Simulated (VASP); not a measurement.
Here is a VASP 6.6.1 calculation.

The input INCAR:

```
SYSTEM = RbCl
ALGO = Normal
EDIFF = 1E-6
EDIFFG = -0.01
ENCUT = 600
GGA = PE
IBRION = 2
ISIF = 3
ISMEAR = 0
IVDW = 12
LASPH = .TRUE.
LCHARG = .FALSE.
LREAL = .FALSE.
LWAVE = .FALSE.
NELM = 80
NSW = 90
PREC = Accurate
SIGMA = 0.03
```

KPOINTS

```
k-points
0
G
  8 8 8
  0 0 0
```

POSCAR

```
RbCl
1.0
    0.0000000000      3.2740000000      3.2740000000
    3.2740000000      0.0000000000      3.2740000000
    3.2740000000      3.2740000000      0.0000000000
Rb Cl
1 1
Direct
    0.0000000000      0.0000000000      0.0000000000
    0.5000000000      0.5000000000      0.5000000000
```

Potentials or basis: VASP PAW PBE potentials, release 64 (Rb_sv, Cl).

Command:

```console
$ cat potpaw_PBE.64/Rb_sv/POTCAR potpaw_PBE.64/Cl/POTCAR > POTCAR
$ mpirun -np 1 vasp_std > vasp.out
```

**Question.** What does it give for the relaxed cell?

**Answer.** a = 4.662 Å, b = 4.662 Å, c = 4.662 Å, α = 60.00°, β = 60.00°, γ = 60.00°.

**Question.** What does it give for the relaxed volume?

**Answer.** 35.83 Å³/atom.

**Question.** Predict the dispersion energy per atom.

**Answer.** -0.181 eV.

The path:
```
step  energy change (eV)  largest force (eV/Å)  pressure (GPa)  volume (Å³)
   1              0.0000                0.0000            0.35        70.19
   2             -0.0012                0.0000            0.16        70.96
   3             -0.0015                0.0000           -0.05        71.89
   4             -0.0015                0.0000           -0.01        71.65
```

Zero-point motion and thermal expansion aren't in these numbers.
